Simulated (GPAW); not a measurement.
## AlN in GPAW: convergence with broadening (eV)

Crystal: AlN.

```
CELL_PARAMETERS angstrom
0.00000 2.03452 2.03452
2.03452 0.00000 2.03452
2.03452 2.03452 0.00000
ATOMIC_POSITIONS crystal
Al 0.50000 0.50000 0.50000
N 0.00000 0.00000 0.00000
```

Measurements of this composition are mostly on another form, of space group No. 186.

| Property | Result |
| --- | --- |
| Program | GPAW 26.7.0 |
| Task | G0W0 quasiparticle levels |
| Functional | PBE |
| Potentials or basis | GPAW PAW data sets (gpaw-data 1.2.1) |
| Cutoff | 600 eV |
| Basis | pw |
| k mesh | 6 × 6 × 6 |
| Occupations | fermi-dirac, width 0.001 eV |
| Spin | no spin polarisation |
| Frequency | full |
| Extrapolate | no |
| Qp bands | 1 |
| Response ecut | 80 eV |
| Domega0 | 0.05 eV |
| Eta | 0.05 eV |
| Maxiter | 150 |
| Integrate gamma | WS |
| Vertex | none |
| All k | no |
| Response bands | 27 |
| Omega2 | 10 eV |

These are the settings of the first run; the series varies broadening (eV), with any setting tied to it.

Hardware: 1 thread of Intel(R) Xeon(R) CPU @ 2.60GHz (Ice Lake), with other jobs on the host.

```tsv
broadening (eV)	quasiparticle gap at the points computed (eV)	SCF cycles	CPU time (s)	peak memory (GiB)
0.05	5.748	10	44	0.32
0.1	5.728	10	45	0.32
0.2	5.723	10	46	0.32
0.3	5.724	10	69	0.32
0.5	5.730	10	44	0.32
```

Against the tightest run, the quasiparticle gap at the points computed stays within 0.05 eV from 0.05 on. The tightest run that finished is the yardstick and may itself not be fully converged.

Caveat, for the tightest run too: the k mesh is coarse (spacing up to 0.45 Å⁻¹), so the values aren't converged; the quasiparticle gap is taken among the few k points that were corrected; the long-wavelength limit can be off by a per cent or two.
